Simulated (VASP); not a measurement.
## VASP 6.6.1 run: Mg₂Sn

INCAR

```
IBRION = -1
NBANDS = 16
GGA = PE
NSW = 0
ENCUT = 520
LASPH = .TRUE.
EDIFF = 1E-7
SIGMA = 0.02
ISMEAR = -1
LREAL = .FALSE.
LCHARG = .FALSE.
ALGO = Damped
ISIF = 2
NELM = 120
LWAVE = .FALSE.
TIME = 0.1
PREC = Accurate
```

KPOINTS

```
KPOINTS created by Atomic Simulation Environment
0
Gamma
6 6 6
0 0 0
```

POSCAR

```
Sn Mg
 1.0000000000000000
    -0.0000000000000000    3.3799352820842841    3.3799352820842841
     3.3799352820842841    0.0000000000000000    3.3799352820842841
     3.3799352820842841    3.3799352820842841   -0.0000000000000000
 Sn  Mg
   1   2
Cartesian
  0.0000000000000000 -0.0000000000000000  0.0000000000000000
  1.6899676410421418  1.6899676410421418  1.6899676410421418
  5.0699029231264250  5.0699029231264250  5.0699029231264250
```

The recommended PBE PAW datasets give the neutral cell 18 valence electrons.

Command

```
mpirun -np 1 vasp_std
```

OSZICAR

```
N       E                     dE             d eps       ncg     rms           ort
DAV:   1     0.141569332275E+03    0.14157E+03   -0.77642E+03   256   0.135E+03
DAV:   2     0.307426407143E+02   -0.11083E+03   -0.10795E+03   256   0.321E+02
DAV:   3     0.256414364937E+01   -0.28178E+02   -0.27450E+02   256   0.143E+02
DAV:   4    -0.481334619707E+01   -0.73775E+01   -0.72850E+01   256   0.764E+01
DAV:   5    -0.730555147460E+01   -0.24922E+01   -0.24528E+01   256   0.374E+01
SDA:   6    -0.692961365847E+01    0.37594E+00   -0.10493E+00   256   0.105E+01   0.000E+00
DMP:   7    -0.702736592878E+01   -0.97752E-01   -0.13506E+00   256   0.775E+00   0.907E+00
DMP:   8    -0.714739769349E+01   -0.12003E+00   -0.11392E+00   256   0.478E+00   0.104E+01
DMP:   9    -0.724416506865E+01   -0.96767E-01   -0.76713E-01   256   0.264E+00   0.793E+00
DMP:  10    -0.730817058919E+01   -0.64006E-01   -0.45882E-01   256   0.141E+00   0.501E+00
...
DMP:  35    -0.740218914213E+01   -0.12822E-05   -0.10115E-05   256   0.347E-05   0.105E-04
DMP:  36    -0.740218999259E+01   -0.85046E-06   -0.69809E-06   256   0.247E-05   0.711E-05
DMP:  37    -0.740219057238E+01   -0.57979E-06   -0.50146E-06   256   0.180E-05   0.507E-05
DMP:  38    -0.740219097993E+01   -0.40755E-06   -0.36796E-06   256   0.130E-05   0.375E-05
DMP:  39    -0.740219127281E+01   -0.29288E-06   -0.26975E-06   256   0.927E-06   0.279E-05
DMP:  40    -0.740219148727E+01   -0.21446E-06   -0.19456E-06   256   0.642E-06   0.205E-05
DMP:  41    -0.740219164439E+01   -0.15712E-06   -0.13664E-06   256   0.430E-06   0.148E-05
DMP:  42    -0.740219175815E+01   -0.11377E-06   -0.93117E-07   256   0.281E-06   0.102E-05
DMP:  43    -0.740219183583E+01   -0.77675E-07   -0.61897E-07   256   0.181E-06   0.690E-06
   1 F= -.74021918E+01 E0= -.74021432E+01  d E =-.972530E-04
```

From OUTCAR

```
k-points           NKPTS =     16   k-points in BZ     NKDIM =     16   number of bands    NBANDS=     16

   NELECT =      18.0000    total number of electrons

   dimension x,y,z NGX =    36 NGY =   36 NGZ =   36
   dimension x,y,z NGXF=    72 NGYF=   72 NGZF=   72

  energy-cutoff  :      520.00
  volume of cell :       77.22
      direct lattice vectors                 reciprocal lattice vectors
     0.000000000  3.379935282  3.379935282    -0.147931827  0.147931827  0.147931827
     3.379935282  0.000000000  3.379935282     0.147931827 -0.147931827  0.147931827
     3.379935282  3.379935282  0.000000000     0.147931827  0.147931827 -0.147931827

 k-points in reciprocal lattice and weights: KPOINTS created by Atomic Simulation Env
   0.00000000  0.00000000  0.00000000       0.005
   0.16666667  0.00000000  0.00000000       0.037
   0.33333333  0.00000000  0.00000000       0.037
   0.50000000  0.00000000  0.00000000       0.019
   0.16666667  0.16666667  0.00000000       0.028
   0.33333333  0.16666667  0.00000000       0.111
   0.50000000  0.16666667  0.00000000       0.111
  -0.33333333  0.16666667  0.00000000       0.111
   ...

 E-fermi :   4.2092

 k-point     1 :       0.0000    0.0000    0.0000
  band No.  band energies     occupation
      1     -16.6781      2.00000
      2     -16.6781      2.00000
      3     -16.6781      2.00000
      4     -16.6396      2.00000
      5     -16.6396      2.00000
      6      -4.8221      2.00000
      7       4.2903      0.03475
      8       4.2903      0.03445
      9       4.2903      0.03417
     10       5.7110      0.00000
     11       6.4316      0.00000
     12       6.4316      0.00000
     13       6.4316      0.00000
     14       8.3152      0.00000
     15       9.7414      0.00000
     16      10.0785      0.00000

 k-point     2 :       0.1667    0.0000    0.0000
  band No.  band energies     occupation
      1     -16.6780      2.00000
      2     -16.6773      2.00000
      3     -16.6773      2.00000
      4     -16.6395      2.00000
      5     -16.6395      2.00000
      6      -4.5991      2.00000
      7       2.4365      2.00000
      8       3.9890      1.99997
      9       3.9890      1.99997
     10       5.6512      0.00000
     11       6.8599      0.00000
     12       6.8599      0.00000
     13       7.7152      0.00000
     14       8.6883      0.00000
     15       8.6883      0.00000
     16       9.2173      0.00000

 k-point     3 :       0.3333    0.0000    0.0000
  band No.  band energies     occupation
      1     -16.6776      2.00000
      2     -16.6756      2.00000
      3     -16.6756      2.00000
      4     -16.6392      2.00000
      5     -16.6392      2.00000
      6      -4.0094      2.00000
      7       0.4170      2.00000
      8       3.6004      2.00000
      9       3.6004      2.00000
     10       5.1288      0.00000
     11       6.7387      0.00000
     12       6.7387      0.00000
     13       8.5446      0.00000
     14       9.5004      0.00000
     15       9.5004      0.00000
     16       9.8886      0.00000

 ...

  Total        0.4418018      0.4418018      0.4418018      0.0000000      0.0000000      0.0000000
  in kB        9.1660655      9.1660655      9.1660655      0.0000000      0.0000000      0.0000000
  external PRESSURE =       9.1660655 kB  Pullay stress =       0.0000000 kB

 POSITION                                       TOTAL-FORCE (eV/Angst)
 -----------------------------------------------------------------------------------
      0.00000      0.00000      0.00000        -0.000000      0.000000      0.000000
      1.68997      1.68997      1.68997         0.000000     -0.000000     -0.000000
      5.06990      5.06990      5.06990         0.000000     -0.000000      0.000000
 -----------------------------------------------------------------------------------
    total drift:                               -0.000000      0.000000      0.000000

  FREE ENERGIE OF THE ION-ELECTRON SYSTEM (eV)
  ---------------------------------------------------
  free  energy   TOTEN  =        -7.4021918358 eV

  energy  without entropy=       -7.4020945828  energy(sigma->0) =       -7.40214321
```

It converged. Results: gap between bands v and c on the k mesh -0.16 eV (bands overlap: a metal); least direct gap on the k mesh 1.42 eV; pressure 0.9 GPa. Band v is the last that the valence electrons fill when counted band by band, and c is the next.

For comparison, a separate PBE run of the intended cell, on usual settings and not on those above, gives a gap of -0.16 eV on its mesh and a pressure of 0.9 GPa.

The run above took about 36 s on one core of a shared host (Intel Xeon Platinum 8488C) and held 0.22 GiB at most.
